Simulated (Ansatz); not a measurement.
Theory: DFT PBE, scalar-relativistic, plane waves, PAW (Ansatz). Settings: cutoff 420 eV, Γ-centred meshes spaced at most about 0.3 Å⁻¹ (2π included), Gaussian smearing. No spin polarisation in the final relaxations.

All energies are static (0 K, no zero-point motion). All come from trial cells, and lower structures may exist.

Task: Order these relaxed structures of MgO by energy, lowest first, with the energy over the lowest of them.
A.

```xyz
6
Lattice="2.9792 0.0000 0.0000 0.0000 3.2338 0.0000 0.0000 0.0000 7.7815" Properties=species:S:1:pos:R:3 pbc="T T T"
Mg    1.4896    1.6169    1.3299
Mg    1.4896    1.6169    6.4515
Mg    0.0000    0.0000    3.8907
O     1.4896    0.0000    2.5236
O     0.0000    1.6169    0.0000
O     1.4896    0.0000    5.2579
```

B.

```xyz
8
Lattice="2.9820 0.0000 0.0000 -1.4910 2.5825 0.0000 0.0000 0.0000 10.0777" Properties=species:S:1:pos:R:3 pbc="T T T"
Mg    1.4910    0.8608    8.8488
Mg    0.0000    1.7217    1.2289
Mg    0.0000    1.7217    3.8099
Mg    1.4910    0.8608    6.2678
O     0.0000    0.0000    0.0000
O     0.0000    0.0000    5.0389
O     1.4910    0.8608    2.5194
O     0.0000    1.7217    7.5583
```

Result: B (0 meV/atom), A (238 meV/atom). Forms: B P6_3/mmc; A Pmmm. Counting O atoms around Mg (those within 1.25 times the shortest such distance or 1.15 times the sum of covalent radii): B has Mg 6; A has Mg 4.

Cells relaxed within their symmetry can be saddle points. The part of the Crystallography Open Database at hand lists MgO in space group No. 225, which no cell shown has. Some types were kept out of the candidates beforehand, so the set may lack a known form.
